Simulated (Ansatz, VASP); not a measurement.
# One calculation of W, two programs

INCAR

```
ALGO = Normal
EDIFF = 1E-7
ENCUT = 520
ISIF = 2
ISMEAR = -1
LASPH = T
LCHARG = T
LELF = T
LREAL = F
LVHAR = T
LWAVE = F
NBANDS = 13
NELM = 100
PREC = Accurate
SIGMA = 0.08
```

KPOINTS

```
k-points
0
Gamma
  15 15 15
```

The input POSCAR:

```
W
1.0
    2.3685889645      0.0000000000      0.0000000000
    0.0000000000      2.3685889645      0.0000000000
    0.0000000000      0.0000000000      2.3685889645
W
1
Direct
    0.0000000000      0.0000000000      0.0000000000
```

Input for Ansatz:

```yaml
crystal:
  lattice:
    - [2.3685889645, 0.0, 0.0]
    - [0.0, 2.3685889645, 0.0]
    - [0.0, 0.0, 2.3685889645]
  atoms:
    - { symbol: W, position: [0.0, 0.0, 0.0] }
kpoints:
  mp_grid: { grid: [15, 15, 15] }
scf:
  occupations: { method: fermi_dirac, width: 0.08 }
hamiltonian:
  xc: lda
  pseudopotentials: { kind: all_electron, lapw: { basis_error: 0.001 } }
output:
  forces: true
  stress: true
  eigenvalues: true
  populations: true
```

Change from the starting cell: volume scaled by 0.76, LAPW.

Alike in both runs: task single point; functional LDA; k mesh 15 × 15 × 15; occupations fermi-dirac, width 0.08 eV; no spin polarisation.

|  | VASP | Ansatz |
| --- | --- | --- |
| version | VASP 6.6.1 | Ansatz 0.2.0 |
| potentials or method | VASP PAW LDA potentials, release 64 (W_sv) | all-electron LAPW, scalar-relativistic |
| plane-wave cutoff (eV) | 520 | see its input |

|  | VASP | Ansatz | Ansatz less VASP |
| --- | --- | --- | --- |
| pressure (GPa) | 118.9 | 111.8 | -7.01 |

Ansatz ran all-electron here, so the differences hold the error of VASP's frozen core and of both bases.

Caveats: the cell as given lies far from equilibrium; so large a pressure means that the cell lies far from this level's equilibrium, or that cutoff or potentials fall short (VASP). Spin-orbit coupling is left out, which matters for the levels of W.
